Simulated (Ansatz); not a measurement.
Te2Mo: band structure with PBE+U

**Experimental background.**

“Broadband infrared study of pressure-tunable Fano resonance and metallization transition in 2H-MoTe2”, 2022, pmc:9569381 quotes, for a bulk crystal of Te2Mo at 300 K: band gap 0.88 ± 0.05 eV (indirect).

Crystal: Te2Mo.

```
CELL_PARAMETERS angstrom
3.51820 0.00000 0.00000
-1.75910 3.04685 0.00000
0.00000 0.00000 13.97360
ATOMIC_POSITIONS crystal
Te 0.66667 0.33333 0.37900
Te 0.33333 0.66667 0.87900
Te 0.66667 0.33333 0.12100
Te 0.33333 0.66667 0.62100
Mo 0.66667 0.33333 0.75000
Mo 0.33333 0.66667 0.25000
```

| Item | Value |
| --- | --- |
| Program | Ansatz 0.2.0 |
| Task | band structure |
| Functional | PBE |
| Potentials or basis | Ansatz PAW |
| Cutoff | 420 eV (not typed: the program's choice for these potentials) |
| k mesh | 9 × 9 × 2 |
| Occupations | fermi-dirac, width 0.05 eV |
| Spin | no spin polarisation |
| Hubbard terms | Mo d U = 6.2 eV |
| Path | [["G", "M", "K", "G", "A", "L", "H", "A"], ["L", "M"], ["K", "H"]] |
| Points for each segment of the path | 14 |
| Hubbard projectors | ortho-atomic (the default) |
| Double counting | fll (the default) |

| Property | Result |
| --- | --- |
| Pressure | 2.3 GPa |
| Largest force | 0.051 eV/Å |
| Band gap on the k mesh | 0.64 eV, indirect (least direct gap 0.70 eV) |
| Band gap along the path | 0.62 eV, indirect (least direct gap 0.70 eV) |

Forces in eV/Å, atoms in the order of the input:
```
Te   0.000  0.000  0.051
Te   0.000  0.000  0.051
Te   0.000  0.000 -0.051
Te   0.000  0.000 -0.051
Mo   0.000  0.000  0.000
Mo   0.000  0.000  0.000
```

Stress tensor (GPa, compression positive):
```
2.32 0.00 0.00
0.00 2.32 0.00
0.00 0.00 2.22
```

Levels at the corners of the path, in eV from the valence-band top:
| point | band 43 | band 44 | band 45 | band 46 | band 47 | band 48 | band 49 | band 50 |
| --- | --- | --- | --- | --- | --- | --- | --- | --- |
| Γ | -0.91 | -0.91 | -0.27 | -0.24 | 2.98 | 2.98 | 3.11 | 3.11 |
| M | -1.16 | -1.10 | -0.53 | -0.24 | 1.23 | 1.26 | 1.33 | 1.63 |
| K | -1.75 | -1.75 | -0.33 | -0.08 | 0.62 | 0.62 | 1.26 | 2.29 |
| Γ | -0.91 | -0.91 | -0.27 | -0.24 | 2.98 | 2.98 | 3.11 | 3.11 |
| A | -0.93 | -0.93 | -0.26 | -0.26 | 3.02 | 3.02 | 3.02 | 3.02 |
| L | -1.11 | -1.11 | -0.38 | -0.38 | 1.29 | 1.29 | 1.45 | 1.45 |
| H | -1.92 | -1.92 | -0.23 | -0.23 | 0.63 | 0.63 | 1.73 | 1.73 |
| A | -0.93 | -0.93 | -0.26 | -0.26 | 3.02 | 3.02 | 3.02 | 3.02 |
| L | -1.11 | -1.11 | -0.38 | -0.38 | 1.29 | 1.29 | 1.45 | 1.45 |
| M | -1.16 | -1.10 | -0.53 | -0.24 | 1.23 | 1.26 | 1.33 | 1.63 |
| K | -1.75 | -1.75 | -0.33 | -0.08 | 0.62 | 0.62 | 1.26 | 2.29 |
| H | -1.92 | -1.92 | -0.23 | -0.23 | 0.63 | 0.63 | 1.73 | 1.73 |

Eigenvalues of the final occupation matrices:
| site | spin | trace | eigenvalues |
| --- | --- | --- | --- |
| site 1 | 1 | 2.78 | 0.53 0.53 0.55 0.55 0.63 |
| site 2 | 1 | 2.78 | 0.53 0.53 0.55 0.55 0.63 |

Run time: 83 s on 2 threads of Intel(R) Xeon(R) Processor @ 2.50GHz (Skylake/Cascade Lake), on a shared host, peak memory 1.3 GiB.

Against the measured gap of Te2Mo, 0.88 eV (indirect; 300 K; quoted in “Broadband infrared study of pressure-tunable Fano resonance and metallization transition in 2H-MoTe2”, 2022, pmc:9569381), the calculated 0.62 eV is off by -0.26 eV. Spin-orbit coupling on Mo, Te is left out. The value is that of PBE+U, without temperature or zero-point motion.

Caveat: spin-orbit coupling is left out, which moves the levels of the heavy elements; this functional lacks dispersion, which binds the layers, so the pressure and a relaxed spacing across them are unreliable; the U is typed as a test and isn't derived for this compound.
